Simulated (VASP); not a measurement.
Crystal: Mn3Si.

```
CELL_PARAMETERS angstrom
0.00000 2.86100 2.86100
2.86100 0.00000 2.86100
2.86100 2.86100 0.00000
ATOMIC_POSITIONS crystal
Mn 0.50000 0.50000 0.50000
Mn 0.25000 0.25000 0.25000
Mn 0.75000 0.75000 0.75000
Si 0.00000 0.00000 0.00000
```

Base run:

| Item | Value |
| --- | --- |
| Program | VASP 6.6.1 |
| Functional | r2SCAN |
| Potentials or basis | VASP PAW PBE potentials, release 64 (Mn_pv, Si) |
| Cutoff | 520 eV |
| k mesh | 7 × 7 × 7 |
| Occupations | fermi-dirac, width 0.1 eV |
| Spin | collinear spin, typed start |
| Starting moments | [4.5, 4.5, 4.5, 0.0] μB |

Its results: pressure -6.8 GPa; site moments Mn +3.34, -1.23; Si +0.09 μB.

**Question.** The run is repeated on the same cell with these changes: moments at the start from [4.5, 4.5, 4.5, 0.0] to [2.96, 2.96, 2.96, 0.0]; fixed moment from none to 8.87 μB. What comes out?

**Answer.** Pressure 15.8 GPa; site moments Mn +2.93, +3.01; Si -0.11 μB.

Caveats: the PAW data sets were made with another functional, which shifts forces and pressure a little; the total moment is fixed, so each spin has its own Fermi level (some runs).
